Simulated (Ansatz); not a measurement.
## Bi under changes of volume

One of the cells (40.900 Å³/atom); the others are scaled copies at fixed shape and fractional positions:

```
Bi
1.0
    -4.44975    4.44975    2.06563
     4.44975   -4.44975    2.06563
     4.44975    4.44975   -2.06563
Bi
4
Direct
  0.14566 0.35434 0.50000
  0.85434 0.64566 0.50000
  0.64566 0.14566 0.79131
  0.35434 0.85434 0.20869
```

This isn't the form of Bi at room conditions, which is rhombohedral.

| Property | Result |
| --- | --- |
| Program | Ansatz 0.2.0 |
| Functional | PBEsol |
| Potentials or basis | Ansatz PAW |
| Cutoff | 420 eV (not typed: the program's choice for these potentials) |
| k mesh | 7 × 7 × 7 |
| Occupations | fermi-dirac, width 0.05 eV |
| Spin | no spin polarisation |

```tsv
volume (Å³/atom)	energy over the lowest point (meV/atom)	pressure (GPa)	largest force (eV/Å)
38.446	1.00	0.7	0.086
39.264	0.00	-0.3	0.010
40.082	3.37	-1.1	0.059
40.900	10.63	-1.8	0.122
41.718	?	?	?
42.536	35.25	-3.0	0.232
43.354	51.93	-3.5	0.279
```

Question: What does the run at 41.718 Å³/atom give?

Answer: Energy over the lowest point 21.38 meV/atom; pressure -2.4 GPa; largest force 0.180 eV/Å.

Worked out: A Birch-Murnaghan fit of order 3 (a polynomial in V^(-2/3)) to the other rows has its minimum at 39.03 Å³/atom with B0 = V·E''(V) = 42 GPa and B' = 4.3 at fixed shape and positions, which overstates the stiffness. It gives 21.38 meV/atom at 41.718 Å³/atom, against the run's 21.38, and -dE/dV = -2.4 GPa, against -2.4.

Energies are extrapolated to zero smearing.

Caveats: the PAW data sets come from PBE, with cores solved anew for the run's functional, which leaves a small shift of forces and pressure.
